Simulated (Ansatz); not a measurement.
**Course of a relaxation: C**

The guess for C is a distorted database cell: C type (P6_3/mmc) distorted into a subgroup (Cmc2_1, No. 36) (largest shift (Å) 0.26).

```xyz
4
Lattice="1.2179 -2.1473 0.0000 1.2179 2.1473 0.0000 0.0000 0.0000 12.0268" Properties=species:S:1:pos:R:3 pbc="T T T"
C     1.2179   -1.9524    9.1940
C     1.2179    1.9524    3.1806
C     1.2179   -0.9060    8.8463
C     1.2179    0.9060    2.8328
```

Method: Ansatz, DFT PBE, scalar-relativistic, plane waves, PAW. Cutoff 420 eV, Gaussian smearing, Γ-centred meshes. Cell and atoms relax first on a coarse mesh and then on a finer one. In between, the cell is made exact in the group found at 0.06 Å. In metals the finer mesh still leaves noise of several meV/atom or more. The steps can't lower the symmetry of their start. No spin polarisation in the relaxation; trial moments died out in a coarse test.

Steps on the 8×8×2 mesh (4 atoms, 8 steps). The free energy counts from the last step; the plane-wave basis is renewed at times, which shifts energy and pressure.

```csv
step,ΔF (meV/atom),V (Å³/atom),P (GPa),largest force component (eV/Å)
1,2608.2,15.73,39.00,27.990
2,519.5,16.68,-4.33,8.292
3,105.0,15.63,11.67,4.086
4,37.2,16.11,-1.89,1.460
5,2.1,15.89,-0.12,0.013
6,1.2,15.91,0.04,0.001
7,0.4,15.91,0.00,0.001
8,0.0,15.91,-0.08,0.002
```

The relaxed structure, after a last relaxation on the converged mesh:

```
C
1.0
     2.46665    0.00000    0.00000
    -1.23333    2.13618    0.00000
     0.00000    0.00000   12.07202
C
4
Direct
  0.00000 0.00000 0.25000
  0.00000 0.00000 0.75000
  0.33333 0.66667 0.25000
  0.66667 0.33333 0.75000
```

The symmetry goes from Cmc2_1 (No. 36) to P6_3/mmc (No. 194). The volume per atom grows by 1.1 %, from 15.7 to 15.9 Å³. The shortest distance goes from 1.10 Å (C–C) to 1.42 Å (C–C). The energy falls by about 2.6 eV/atom (the start's value is from the coarse mesh). The end is written in a standard setting, so origin, axes and order of atoms can differ from the start's. C on its first site has 3 C at 1.42 Å; C on its second site is surrounded by 3 C at 1.42 Å.

```json
{
 "Volume per atom": "15.9 Å³",
 "Density": "1.3 g/cm³",
 "Energy over the standard state": "0.00 eV/atom",
 "Gap on the 24×24×4 mesh of the 4-atom cell": "0 eV (the bands meet within 0.015 eV)"
}
```

Energies count from the standard state of C at the same level.

The last run used Gaussian smearing of 0.10 eV. Weakly bound directions are ill-defined at this level, which has no dispersion term. The zero gap may come from the functional, which often closes small gaps, or the cell may be a true semimetal. The reference form of C is held partly by dispersion forces, which this level lacks. Symmetry constrained the relaxation, so the result can be a saddle point. In all, the 4 runs took 51 s on 1 thread of Intel(R) Xeon(R) Processor @ 2.70GHz, with other jobs on the host.
